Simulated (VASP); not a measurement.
# C in VASP: a series of runs, part 2 of 2

VASP 6.6.1. Earlier steps stand in the parts before.

## Step 3: Relaxation of the atoms, PBE+D3(BJ)

INCAR reads:

```
SYSTEM = C
ALGO = Normal
EDIFF = 1E-6
EDIFFG = -0.08
ENCUT = 520
GGA = PE
IBRION = 2
ISIF = 2
ISMEAR = -1
IVDW = 12
LASPH = .True.
LCHARG = .False.
LREAL = Auto
LWAVE = .False.
NELM = 100
NSW = 45
PREC = Accurate
SIGMA = 0.05
```

KPOINTS reads:

```
k-points
0
Gamma
  2 2 1
  0 0 0
```

POSCAR reads:

```
C
1.0
    7.3980000000      0.0000000000      0.0000000000
   -3.6990000000      6.4068560000      0.0000000000
    0.0000000000      0.0000000000     12.0000000000
C
18
Direct
    0.0000000000      0.0000000000      0.0833333000
    0.2222222000      0.1111111000      0.0833333000
    0.0000000000      0.3333333000      0.0833333000
    0.2222222000      0.4444444000      0.0833333000
    0.0000000000      0.6666667000      0.0833333000
    0.2222222000      0.7777778000      0.0833333000
    0.3333333000      0.0000000000      0.0833333000
    0.5555556000      0.1111111000      0.0833333000
    0.3333333000      0.3333333000      0.0833333000
    0.5555556000      0.4444444000      0.0833333000
    0.3333333000      0.6666667000      0.0833333000
    0.5555556000      0.7777778000      0.0833333000
    0.6666667000      0.0000000000      0.0833333000
    0.8888889000      0.1111111000      0.0833333000
    0.6666667000      0.3333333000      0.0833333000
    0.8888889000      0.4444444000      0.0833333000
    0.6666667000      0.6666667000      0.0833333000
    0.8888889000      0.7777778000      0.0833333000
```

Potentials or basis: VASP PAW PBE potentials, release 64 (C).

Command:

```console
cat potpaw_PBE.64/C/POTCAR > POTCAR
mpirun -np 1 vasp_std > vasp.out
```

OUTCAR:

```text
SYSTEM = C
   EDIFF = 1E-6
   EDIFFG = -0.08
   ENCUT = 520
   GGA = PE
   IBRION = 2
   ISIF = 2
   ISMEAR = -1
   IVDW = 12
   LASPH = .True.
   LREAL = Auto
   NELM = 100
   NSW = 45
   PREC = Accurate
 IVDW          = 12

 ion  position               nearest neighbor table
   1  0.000  0.000  0.083-   2 1.42  14 1.42  18 1.42
   2  0.222  0.111  0.083-   1 1.42   7 1.42   9 1.42
   3  0.000  0.333  0.083-   4 1.42  16 1.42  14 1.42
   4  0.222  0.444  0.083-   3 1.42   9 1.42  11 1.42
   5  0.000  0.667  0.083-   6 1.42  18 1.42  16 1.42
   6  0.222  0.778  0.083-   5 1.42  11 1.42   7 1.42
[... 10 lines left out ...]
  17  0.667  0.667  0.083-  18 1.42  12 1.42  10 1.42
[... 8 lines left out ...]
 A1 = (   7.3980000000,   0.0000000000,   0.0000000000)
 A2 = (  -3.6990000000,   6.4068560000,   0.0000000000)
 A3 = (   0.0000000000,   0.0000000000,  12.0000000000)

Analysis of symmetry for initial positions (statically):
=====================================================================
 Subroutine PRICEL returns following result:

  LATTYP: Found a hexagonal cell.
 ALAT       =     2.4659997534
 C/A-ratio  =     4.8661805353

  Lattice vectors:

 A1 = (   2.4659997534,   0.0000000000,   0.0000000000)
 A2 = (  -1.2329998767,   2.1356184531,   0.0000000000)
 A3 = (   0.0000000000,   0.0000000000,  12.0000000000)

   9 primitive cells build up your supercell.

 Routine SETGRP: Setting up the symmetry group for a
 hexagonal supercell.

 Subroutine GETGRP returns: Found 24 space group operations
 (whereof  6 operations were pure point group operations)
 out of a pool of 24 trial point group operations.

The static configuration has the point symmetry C_3v.
 The point group associated with its full space group is D_6h.

Analysis of symmetry for dynamics (positions and initial velocities):
=====================================================================
 Subroutine PRICEL returns following result:

  LATTYP: Found a hexagonal cell.
[... 129 lines left out ...]
  energy-cutoff  :      520.00
  volume of cell :      568.78
 maximum number of plane-waves:     15363
 NGX is ok and might be reduce to    56
   NGX = 27   NGY = 27   NGZ = 45

 number of electron      72.0000001 magnetization

 Free energy of the ion-electron system (eV)
  ---------------------------------------------------
  ext. energy  EPLUGINS =         0.00000000
  ---------------------------------------------------
  free energy    TOTEN  =      -165.62817296 eV

  energy without entropy =     -165.55885824  energy(sigma->0) =     -165.59351560

 E-fermi :  -1.7402     XC(G=0):  -3.5704

 val. band max:       -1.7401546915   @ k =   0.0000   0.0000   0.0000
 cond. band min:      -1.7401521914   @ k =   0.0000   0.0000   0.0000
 fundamental gap:      0.0000025001
 Fermi energy:        -1.7401534354

 k-point     1 :       0.0000    0.0000    0.0000
  band No.  band energies     occupation
      1     -21.2625      2.00000
      2     -18.6782      2.00000
      3     -18.6782      2.00000
      4     -18.6782      2.00000
      5     -18.6781      2.00000
      6     -18.6781      2.00000
[... 38 lines left out ...]
     45       3.1667      0.00000
     46       3.1667      0.00000

 k-point     2 :       0.5000    0.0000    0.0000
  band No.  band energies     occupation
      1     -20.6082      2.00000
      2     -20.6081      2.00000
      3     -19.3157      2.00000
      4     -19.3157      2.00000
      5     -16.8317      2.00000
      6     -16.8317      2.00000
[... 38 lines left out ...]
     45       3.4983      0.00000
     46       4.1416      0.00000

------------------------ aborting loop because EDIFF is reached ----------------------------------------

 Edisp (eV)   -1.60185

 E8    (eV) :    -0.4992

  FORCE on cell =-STRESS in cart. coord.  units (eV):
  Direction    XX          YY          ZZ          XY          YZ          ZX
  --------------------------------------------------------------------------------------
  -------------------------------------------------------------------------------------
  Total       1.08926     1.08926    -0.12034     0.00000    -0.00000     0.00000
  in kB       3.06833     3.06833    -0.33899     0.00000    -0.00000     0.00000
  external pressure =        1.93 kB  Pullay stress =        0.00 kB

 VOLUME and BASIS-vectors are now :
 -----------------------------------------------------------------------------
  energy-cutoff  :      520.00
  volume of cell :      568.78
      direct lattice vectors                 reciprocal lattice vectors
     7.398000000  0.000000000  0.000000000     0.135171668  0.078041398  0.000000000
    -3.699000000  6.406856000  0.000000000     0.000000000  0.156082796  0.000000000
     0.000000000  0.000000000 12.000000000     0.000000000  0.000000000  0.083333333

 POSITION                                       TOTAL-FORCE (eV/Angst)
 -----------------------------------------------------------------------------------
      0.00000      0.00000      1.00000        -0.000000     -0.000000     -0.000000
      1.23300      0.71187      1.00000         0.000000      0.000000     -0.000000
     -1.23300      2.13562      1.00000        -0.000000     -0.000000     -0.000000
     -0.00000      2.84749      1.00000         0.000000      0.000000      0.000000
     -2.46600      4.27124      1.00000        -0.000000     -0.000000      0.000000
     -1.23300      4.98311      1.00000        -0.000000      0.000000     -0.000000
[... 10 lines left out ...]
      2.46600      4.27124      1.00000        -0.000000     -0.000000      0.000000
      3.69900      4.98311      1.00000         0.000000      0.000000     -0.000000
 -----------------------------------------------------------------------------------
    total drift:                               -0.000210      0.000121      0.000000

  FREE ENERGIE OF THE ION-ELECTRON SYSTEM (eV)
  ---------------------------------------------------
  free  energy   TOTEN  =      -167.2300267195 eV

  energy  without entropy=     -167.1607120014  energy(sigma->0) =     -167.19536936

 reached required accuracy - stopping structural energy minimisation
```

CONTCAR:

```text
C
   1.00000000000000
     7.3979999999999997    0.0000000000000000    0.0000000000000000
    -3.6989999999999998    6.4068560000000003    0.0000000000000000
     0.0000000000000000    0.0000000000000000   12.0000000000000000
  C
    18
Direct
     0.0000000000000000    0.0000000000000000    0.0833332999999996
     0.2222221999999974    0.1111111000000022    0.0833332999999996
     0.0000000000000000    0.3333332999999996    0.0833332999999996
     0.2222221999999974    0.4444444000000018    0.0833332999999996
     0.0000000000000000    0.6666667000000004    0.0833332999999996
     0.2222221999999974    0.7777778000000026    0.0833332999999996
[... 10 lines left out ...]
     0.6666667000000004    0.6666667000000004    0.0833332999999996
     0.8888888999999978    0.7777778000000026    0.0833332999999996

  0.00000000E+00  0.00000000E+00  0.00000000E+00
  0.00000000E+00  0.00000000E+00  0.00000000E+00
  0.00000000E+00  0.00000000E+00  0.00000000E+00
  0.00000000E+00  0.00000000E+00  0.00000000E+00
  0.00000000E+00  0.00000000E+00  0.00000000E+00
  0.00000000E+00  0.00000000E+00  0.00000000E+00
[... 10 lines left out ...]
  0.00000000E+00  0.00000000E+00  0.00000000E+00
  0.00000000E+00  0.00000000E+00  0.00000000E+00
```

Run time: 2 min. Hardware: 1 thread of Intel Xeon Platinum 8259CL at 2.50GHz (Skylake/Cascade Lake), shared host; peak memory 0.52 GiB.

Results:

```
Free energy                : -167.2300 eV
Band gap on the k mesh     : none (metal or under the smearing width)
Dispersion energy per atom : -0.089 eV
```

Final structure:
```
C
1.0
     7.39800    0.00000    0.00000
    -3.69900    6.40686    0.00000
     0.00000    0.00000   12.00000
C
18
Direct
  0.00000 0.00000 0.08333
  0.22222 0.11111 0.08333
  0.00000 0.33333 0.08333
  0.22222 0.44444 0.08333
  0.00000 0.66667 0.08333
  0.22222 0.77778 0.08333
  0.33333 0.00000 0.08333
  0.55556 0.11111 0.08333
  0.33333 0.33333 0.08333
  0.55556 0.44444 0.08333
  0.33333 0.66667 0.08333
  0.55556 0.77778 0.08333
  0.66667 0.00000 0.08333
  0.88889 0.11111 0.08333
  0.66667 0.33333 0.08333
  0.88889 0.44444 0.08333
  0.66667 0.66667 0.08333
  0.88889 0.77778 0.08333
```

Levels at points of the mesh, in eV from the Fermi level:
```
           k point  band 33  band 34  band 35  band 36  band 37  band 38  band 39  band 40  band 41  band 42
(0.00, 0.00, 0.00)    -3.05    -3.05     0.00     0.00     0.00     0.00     3.21     4.35     4.91     4.91
(0.50, 0.00, 0.00)    -2.65    -2.65    -2.65    -2.36     1.68     2.52     2.52     2.52     2.52     4.10
```

Caveat: the k mesh is coarse (spacing up to 0.49 Å⁻¹), so the values aren't converged; the relaxation stopped at its first step, so nothing moved.
